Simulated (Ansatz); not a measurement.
# Rh (Fm-3m) in Ansatz: a series of runs

One crystal, Rh, is run at these levels: PBE; tasks: single point.

Everything below comes from runs of Ansatz 0.2.0. Logs are shortened: lines on timing, memory, paths and dates and some standing lists are left out, and cuts for length are marked.

## Step 1: The crystal as given

Symmetry: Fm-3m, No. 225, cubic system. Conventional cell: a = 3.796 Å, b = 3.796 Å, c = 3.796 Å, α = 90.00°, β = 90.00°, γ = 90.00°. Rh (site symmetry m-3m) is surrounded by 12 Rh at 2.68 Å.

## Step 2: Single point, PBE

input.yaml reads:

```yaml
crystal:
  lattice:
    - [0.0, 1.89785, 1.89785]
    - [1.89785, 0.0, 1.89785]
    - [1.89785, 1.89785, 0.0]
  atoms:
    - { symbol: Rh, position: [0.0, 0.0, 0.0] }
kpoints:
  mp_grid: { grid: [5, 5, 5] }
scf:
  occupations: { method: fermi_dirac, width: 0.02 }
hamiltonian:
  xc: pbe
  pseudopotentials: { kind: all_electron, lapw: { basis_error: 0.002 } }
output:
  forces: true
  stress: true
  eigenvalues: true
```

Potentials or basis: all-electron LAPW, scalar-relativistic.

On the command line:

```sh
$ ansatz run input.yaml --threads 1 --pin off --max-ram 3072MiB --backend cpu --events-out ev --progress --plain --runs-dir out
```

Standard output:

```text
Warning: RAYON_NUM_THREADS=1 ignored (pool sized by the plan → 1); use --threads N
LAPW: plane waves up to 8.233 Å⁻¹, error target 2.0e-3 eV per atom; small_component_spin mean_spin; Rh in spheres of 1.342 Å, 27 of its electrons in bands, Dirac shells [] (how accurate: hamiltonian.pseudopotentials.lapw.basis_error, Limitations)
Engine: ansatz 0.2.0, x86_64-unknown-linux-gnu
Pseudopotentials: kind: all_electron
Pseudopotential: Rh, LAPW, valence charge 27, lapw/all_electron/scalar/gaussian/Rh, Koelling and Harmon's equation, gaussian nucleus
Functional definition: PBE
  parameter kappa = 0.804
  parameter beta = 0.06672455060314922
  exchange = pbe_x(kappa = kappa, mu = beta*pi^2/3)
  correlation = pbe_c(beta = beta)
Crystal: 1 atoms, lattice volume = 13.671 Å³
Basis set: ecut = 258.2784325561163 eV, 137 PW (Γ), exchange–correlation at level 2
Bands: 18, of which v1, the nominal top of the filled ones, is band 14 counted from 1 (13 counted from 0)
Symmetry: 48 space group operations
Space group: Fm-3m (ITA 225), of the structure as read, at distance tolerance 2.4e-5 Å
k-points: 10 of 125
Non-local potential: Rh, projectors of the file, none
Initial density: superposition of atomic densities (chi_scale 0.1, normalization cell)
Initial wavefunctions: plane waves of lowest kinetic energy (no species holds an atomic orbital)
Functional: x = pbe(κ = 0.804, μ = 0.2195149727645171), c = pbe(β = 0.06672455060314922)
iter 1 solved again at ethr=3.30e-4 eV; its pass at ethr=1.00e-1 eV (dr2=8.90e-2 eV) is discarded
SCF iter   1: F=—  HF=-130187.569485 eV  |F-HF|=—  |Δ(HF+E_count)|=         —  Δρ=3.51e-2  dr2=8.94e-2  ethr=3.30e-4  ⟨swp⟩=3.0  Hψ=1172  notcnv=0
preconditioner: auto → none  [insulator: Δε(μ)=0.142 eV  Ē_g=13.912 eV  σ=0.020 eV  W_gap=0.54  n_scr=8 (ndim 8)  ℏωp=30.1 eV  f_vac=0.000  D(μ)=3.31/eV (n_scr^D=58)  ε∞_Penn≈5.7]
iter 2 solved again at ethr=8.49e-7 eV; its pass at ethr=3.30e-4 eV (dr2=2.29e-4 eV) is discarded
SCF iter   2: F=—  HF=-130187.176166 eV  |F-HF|=—  |Δ(HF+E_count)|=   3.93e-1  Δρ=1.96e-3  dr2=2.30e-4  ethr=8.49e-7  ⟨swp⟩=2.7  Hψ=953  notcnv=0
SCF iter   3: F=—  HF=-130187.140741 eV  |F-HF|=—  |Δ(HF+E_count)|=         —  Δρ=4.07e-3  dr2=9.62e-4  ethr=8.49e-7  ⟨swp⟩=3.0  Hψ=594  notcnv=0
the basis was enlarged: its passes take 238.5 KiB over the memory plan, 1 of 1 planned eigensolver slots
SCF iter   4: F=—  HF=-130187.139450 eV  |F-HF|=—  |Δ(HF+E_count)|=   1.29e-3  Δρ=6.06e-4  dr2=1.83e-5  ethr=8.49e-7  ⟨swp⟩=3.0  Hψ=561  notcnv=0
SCF iter   5: F=—  HF=-130187.139461 eV  |F-HF|=—  |Δ(HF+E_count)|=   1.10e-5  Δρ=6.65e-5  dr2=2.66e-7  ethr=6.79e-8  ⟨swp⟩=2.4  Hψ=507  notcnv=0
SCF iter   6: F=-130187.139461 eV  HF=-130187.139461 eV  |F-HF|=2.33e-10  |Δ(HF+E_count)|=   6.81e-7  Δρ=2.28e-6  dr2=3.12e-10  ethr=9.85e-10  ⟨swp⟩=2.6  Hψ=513  notcnv=0
SCF 1 converged in 6 iterations: F = -130187.139461 eV  dr2 = 3.12e-10
SCF converged after 6 iterations
Free energy (F): -130187.139461 eV
Harris-Foulkes:  -130187.139461 eV  (|F-HF|=2.33e-10)
Internal energy: -130187.135516 eV  (E = F + TS)
E sigma→0 (E₀):  -130187.137489 eV
Entropy (-TS):   -0.003945 eV (-3.945 meV/atom)
Fermi energy:    25.026942 eV
--- Per-component energies (eV) ---
  E_band       = -2765.884001
  E_kinetic    = 135622.063133
  E_xc         = -3780.910063
  E_electrostatic = -262028.288586  (all electrons and nuclei)
  E_smearing   = -0.003945  (= −TS)
  E_closure    = 0.000000  (closes the sum)
  E_atoms      = -130180.026586  (free atoms, spherical and without spin; not in F)
  Σ components = -130187.139461   (vs F -130187.139461, Δ=0.00e0)
  Basis errors (estimates in eV, not in F): energy 4.0e-4 per atom: plane waves 3.3e-4 (2.4e-4 summed), levels above the bands 0.0e0, relativity 9.5e-8, radial functions 7.3e-5, core shells 3.3e-7; eigenvalues (radial functions only) 9.9e-6; not estimated: angular momenta, meshes, grids; target (lapw.basis_error) 2.0e-3; muffin-tin radii Rh 1.342 Å
--- Forces (eV/Å), atoms counted from 1 ---
  atom   1  Rh     0.00000000    -0.00000000    -0.00000000
  max |Σ_I F_I| component: 4.27e-31 eV/Å
--- Stress (GPa, compression-positive) ---
        9.968099      -0.000000      -0.000000
       -0.000000       9.968099      -0.000000
       -0.000000      -0.000000       9.968099
  P = ⅓ Tr σ = 9.9681 GPa (99.681 kbar)
--- Band table (eV; the first three rows and the last of 10) ---
  k-point 0: bands = ["-272.1168", "-272.1168", "-272.1168", "-272.0848", "-272.0848", "-54.1094", "-21.5693", "-21.5693", "-21.5693", "16.7539", "21.6631", "21.6631", "21.6631", "23.7838", "23.7838", "40.5160", "45.9155", "45.9155"]
  k-point 1: bands = ["-272.1168", "-272.1168", "-272.1168", "-272.0848", "-272.0848", "-54.0696", "-21.8341", "-21.6054", "-21.6054", "18.1166", "21.3152", "22.0392", "22.0392", "23.7313", "23.7313", "41.3000", "42.1069", "48.0643"]
  k-point 2: bands = ["-272.1168", "-272.1168", "-272.1168", "-272.0848", "-272.0848", "-54.0046", "-22.2502", "-21.6632", "-21.6632", "18.6790", "21.6941", "21.6941", "24.1740", "25.0238", "25.0238", "35.1508", "40.5392", "46.7069"]
  k-point 9: bands = ["-272.1168", "-272.1168", "-272.1168", "-272.0848", "-272.0848", "-53.9648", "-22.1376", "-21.9648", "-21.7979", "19.8813", "20.2753", "21.3900", "23.8424", "25.1624", "30.6275", "36.6808", "37.0256", "39.7231"]
```

Run time: 3.3 s. Hardware: 1 thread of Intel Xeon Platinum 8488C (Sapphire Rapids), shared host; peak memory 0.25 GiB.

Results:

| Property | Result |
| --- | --- |
| Free energy | -130187.1395 eV |
| Pressure | 10.0 GPa |
| Band gap on the k mesh | none (metal or under the smearing width) |

Levels at points of the mesh, in eV from the Fermi level:
| k point | band 10 | band 11 | band 12 | band 13 | band 14 | band 15 | band 16 | band 17 | band 18 |
| --- | --- | --- | --- | --- | --- | --- | --- | --- | --- |
| (0.00, 0.00, 0.00) | -8.27 | -3.36 | -3.36 | -3.36 | -1.24 | -1.24 | 15.49 | 20.89 | 20.89 |

Caveat: the k mesh is coarse (spacing up to 0.57 Å⁻¹), so the values aren't converged; the k mesh is thin for a metal, which can move the energy by tens of meV per atom.

## Step 3: Single point, PBE

input.yaml reads:

```yaml
crystal:
  lattice:
    - [0.0, 1.89785, 1.89785]
    - [1.89785, 0.0, 1.89785]
    - [1.89785, 1.89785, 0.0]
  atoms:
    - { symbol: Rh, position: [0.0, 0.0, 0.0] }
kpoints:
  mp_grid: { grid: [12, 12, 12] }
scf:
  occupations: { method: gaussian, width: 0.015 }
hamiltonian:
  xc: pbe
  pseudopotentials: { kind: all_electron, lapw: { basis_error: 0.001 } }
output:
  forces: true
  stress: true
  eigenvalues: true
```

Potentials or basis: all-electron LAPW, scalar-relativistic.

On the command line:

```sh
$ ansatz run input.yaml --threads 1 --pin off --max-ram 3072MiB --backend cpu --events-out ev --progress --plain --runs-dir out
```

Wall time 5.4 s (1 thread of Intel Xeon Platinum 8488C (Sapphire Rapids), shared host); peak memory 0.32 GiB.

Results (log left out):

```yaml
Free_energy: -130187.2922 eV
Pressure: 7.2 GPa
Band_gap_on_the_k_mesh: none (metal or under the smearing width)
```

Levels at points of the mesh, in eV from the Fermi level:
| k point | band 10 | band 11 | band 12 | band 13 | band 14 | band 15 | band 16 | band 17 |
| --- | --- | --- | --- | --- | --- | --- | --- | --- |
| (0.00, 0.00, 0.00) | -8.06 | -3.17 | -3.17 | -3.17 | -1.07 | -1.07 | 15.72 | 21.10 |
| (0.00, 0.00, -0.50) | -6.23 | -3.25 | -3.25 | 0.51 | 0.51 | 0.66 | 8.64 | 15.28 |
| (0.00, -0.50, -0.50) | -6.44 | -6.07 | 0.48 | 0.93 | 0.93 | 3.21 | 12.27 | 13.24 |

## Step 4: Single point, PBE

input.yaml, as its differences from that of step 3:

```diff
@@ -10,3 +10,3 @@
 scf:
-  occupations: { method: gaussian, width: 0.015 }
+  occupations: { method: gaussian, width: 0.025 }
 hamiltonian:
```

On the command line:

```sh
$ ansatz run input.yaml --threads 1 --pin off --max-ram 3072MiB --backend cpu --events-out ev --progress --plain --runs-dir out
```

It took 4.9 s on 1 thread of Intel Xeon Platinum 8488C (Sapphire Rapids), shared host; peak memory 0.31 GiB.

Results (log left out):

| Quantity | Value |
| --- | --- |
| Free energy | -130187.2924 eV |
| Pressure | 7.2 GPa |
| Band gap on the k mesh | none (metal or under the smearing width) |

Levels at points of the mesh, in eV from the Fermi level:
```csv
k point,band 10,band 11,band 12,band 13,band 14,band 15,band 16,band 17
"(0.00, 0.00, 0.00)",-8.05,-3.17,-3.17,-3.17,-1.07,-1.07,15.73,21.10
"(0.00, 0.00, -0.50)",-6.23,-3.25,-3.25,0.51,0.51,0.67,8.64,15.28
"(0.00, -0.50, -0.50)",-6.43,-6.06,0.48,0.93,0.93,3.21,12.28,13.24
```

## Step 5: Single point, PBE

input.yaml, as its differences from that of step 4:

```diff
@@ -10,3 +10,3 @@
 scf:
-  occupations: { method: gaussian, width: 0.025 }
+  occupations: { method: gaussian, width: 0.023 }
 hamiltonian:
```

Potentials or basis: all-electron LAPW, scalar-relativistic.

On the command line:

```sh
$ ansatz run input.yaml --threads 1 --pin off --max-ram 3072MiB --backend cpu --events-out ev --progress --plain --runs-dir out
```

Standard output:

```text
Warning: RAYON_NUM_THREADS=1 ignored (pool sized by the plan → 1); use --threads N
LAPW: plane waves up to 8.542 Å⁻¹, error target 1.0e-3 eV per atom; small_component_spin mean_spin; Rh in spheres of 1.342 Å, 27 of its electrons in bands, Dirac shells [] (how accurate: hamiltonian.pseudopotentials.lapw.basis_error, Limitations)
[... 8 set-up lines as earlier in the session ...]
Crystal: 1 atoms, lattice volume = 13.671 Å³
Basis set: ecut = 277.9989974825585 eV, 137 PW (Γ), exchange–correlation at level 2
Bands: 18, of which v1, the nominal top of the filled ones, is band 14 counted from 1 (13 counted from 0)
[... 2 set-up lines as earlier in the session ...]
k-points: 72 of 1728
[... 4 set-up lines as earlier in the session ...]
iter 1 solved again at ethr=3.59e-4 eV; its pass at ethr=1.00e-1 eV (dr2=9.70e-2 eV) is discarded
SCF iter   1: F=—  HF=-130187.769014 eV  |F-HF|=—  |Δ(HF+E_count)|=         —  Δρ=3.78e-2  dr2=9.74e-2  ethr=3.59e-4  ⟨swp⟩=3.0  Hψ=8484  notcnv=0
preconditioner: auto → none  [insulator: Δε(μ)=0.063 eV  Ē_g=13.828 eV  σ=0.023 eV  W_gap=0.75  n_scr=8 (ndim 8)  ℏωp=30.1 eV  f_vac=0.000  D(μ)=0.55/eV (n_scr^D=0)  ε∞_Penn≈5.7]
iter 2 solved again at ethr=4.09e-6 eV; its pass at ethr=3.59e-4 eV (dr2=1.10e-3 eV) is discarded
SCF iter   2: F=—  HF=-130187.344320 eV  |F-HF|=—  |Δ(HF+E_count)|=   4.25e-1  Δρ=3.24e-3  dr2=1.10e-3  ethr=4.09e-6  ⟨swp⟩=2.0  Hψ=6693  notcnv=0
SCF iter   3: F=—  HF=-130187.293600 eV  |F-HF|=—  |Δ(HF+E_count)|=   5.07e-2  Δρ=4.29e-3  dr2=9.80e-4  ethr=4.09e-6  ⟨swp⟩=3.0  Hψ=4172  notcnv=0
SCF iter   4: F=—  HF=-130187.292368 eV  |F-HF|=—  |Δ(HF+E_count)|=         —  Δρ=6.13e-4  dr2=1.91e-5  ethr=3.63e-6  ⟨swp⟩=2.2  Hψ=3734  notcnv=0
the basis was enlarged: its passes take 419.2 KiB over the memory plan, 1 of 1 planned eigensolver slots
SCF iter   5: F=—  HF=-130187.292389 eV  |F-HF|=—  |Δ(HF+E_count)|=   2.12e-5  Δρ=6.95e-5  dr2=2.99e-7  ethr=7.07e-8  ⟨swp⟩=2.3  Hψ=3598  notcnv=0
SCF iter   6: F=-130187.292390 eV  HF=-130187.292390 eV  |F-HF|=2.97e-9  |Δ(HF+E_count)|=   7.12e-7  Δρ=2.58e-6  dr2=3.20e-10  ethr=1.11e-9  ⟨swp⟩=2.3  Hψ=3616  notcnv=0
SCF 1 converged in 6 iterations: F = -130187.292390 eV  dr2 = 3.20e-10
SCF converged after 6 iterations
Free energy (F): -130187.292390 eV
Harris-Foulkes:  -130187.292390 eV  (|F-HF|=2.97e-9)
Internal energy: -130187.291824 eV  (E = F + TS)
E sigma→0 (E₀):  -130187.292107 eV
Entropy (-TS):   -0.000566 eV (-0.566 meV/atom)
Fermi energy:    24.804491 eV
--- Per-component energies (eV) ---
  E_band       = -2767.629181
  E_kinetic    = 135621.553028
  E_xc         = -3780.763753
  E_electrostatic = -262028.081099  (all electrons and nuclei)
  E_smearing   = -0.000566  (= −TS)
  E_closure    = 0.000000  (closes the sum)
  E_atoms      = -130180.026586  (free atoms, spherical and without spin; not in F)
  Σ components = -130187.292390   (vs F -130187.292390, Δ=0.00e0)
  Basis errors (estimates in eV, not in F): energy 2.0e-4 per atom: plane waves 1.6e-4 (1.2e-4 summed), levels above the bands 0.0e0, relativity 6.1e-8, radial functions 3.4e-5, core shells 3.3e-7; eigenvalues (radial functions only) 1.2e-5; not estimated: angular momenta, meshes, grids; target (lapw.basis_error) 1.0e-3; muffin-tin radii Rh 1.342 Å
--- Forces (eV/Å), atoms counted from 1 ---
  atom   1  Rh     0.00000000     0.00000000    -0.00000000
  max |Σ_I F_I| component: 7.89e-31 eV/Å
--- Stress (GPa, compression-positive) ---
        7.181945       0.000000       0.000000
        0.000000       7.181945      -0.000000
        0.000000      -0.000000       7.181945
  P = ⅓ Tr σ = 7.1819 GPa (71.819 kbar)
--- Band table (eV; the first three rows and the last of 72) ---
  k-point 0: bands = ["-272.2004", "-272.2004", "-272.2004", "-272.1747", "-272.1747", "-54.1728", "-21.6273", "-21.6273", "-21.6273", "16.7516", "21.6338", "21.6338", "21.6338", "23.7373", "23.7373", "40.5335", "45.9065", "45.9065"]
  k-point 1: bands = ["-272.2004", "-272.2004", "-272.2004", "-272.1747", "-272.1747", "-54.1652", "-21.6790", "-21.6343", "-21.6343", "17.0292", "21.5141", "21.7405", "21.7405", "23.6799", "23.6799", "40.9289", "44.6073", "46.3134"]
  k-point 2: bands = ["-272.2004", "-272.2004", "-272.2004", "-272.1747", "-272.1747", "-54.1441", "-21.8189", "-21.6533", "-21.6533", "17.7665", "21.3022", "21.9562", "21.9562", "23.6315", "23.6315", "41.7745", "42.3274", "47.4489"]
  k-point 71: bands = ["-272.2004", "-272.2004", "-272.2004", "-272.1747", "-272.1747", "-54.0190", "-22.1192", "-22.1192", "-21.9096", "19.6771", "20.9069", "20.9069", "23.5206", "25.7396", "34.4088", "34.4088", "36.0380", "37.4435"]
```

It took 6.8 s on 1 thread of Intel Xeon Platinum 8488C (Sapphire Rapids), shared host; peak memory 0.29 GiB.

What came out:

```
Free energy            : -130187.2924 eV
Pressure               : 7.2 GPa
Band gap on the k mesh : none (metal or under the smearing width)
```

Levels at points of the mesh, in eV from the Fermi level:
| k point | band 9 | band 10 | band 11 | band 12 | band 13 | band 14 | band 15 | band 16 | band 17 | band 18 |
| --- | --- | --- | --- | --- | --- | --- | --- | --- | --- | --- |
| (0.00, 0.00, 0.00) | -46.43 | -8.05 | -3.17 | -3.17 | -3.17 | -1.07 | -1.07 | 15.73 | 21.10 | 21.10 |
| (0.00, 0.00, -0.50) | -46.54 | -6.23 | -3.25 | -3.25 | 0.51 | 0.51 | 0.67 | 8.64 | 15.28 | 21.01 |
| (0.00, -0.50, -0.50) | -46.71 | -6.43 | -6.06 | 0.48 | 0.93 | 0.93 | 3.21 | 12.28 | 13.24 | 13.24 |

## Step 6: Overview

| k mesh | cutoff (eV) | smearing | basis error allowed | mesh quality | gap on the mesh (eV) | pressure (GPa) |
| --- | --- | --- | --- | --- | --- | --- |
| 5 × 5 × 5 | 258 | fermi-dirac 0.02 eV | 0.002 eV/atom | coarse | none | 10.0 |
| 12 × 12 × 12 | 278 | gaussian 0.015 eV | 0.001 eV/atom | not flagged | none | 7.2 |
| 12 × 12 × 12 | 278 | gaussian 0.025 eV | 0.001 eV/atom | not flagged | none | 7.2 |
| 12 × 12 × 12 | 278 | gaussian 0.023 eV | 0.001 eV/atom | not flagged | none | 7.2 |

Alike in all rows: task single point; level PBE; potentials or basis all-electron LAPW, scalar-relativistic; no spin polarisation; cell as given.

Caveats: some runs use coarse meshes; the k mesh is thin for a metal, which can move the energy by tens of meV per atom (some runs).

Compare energies only between runs with the same functional and basis.
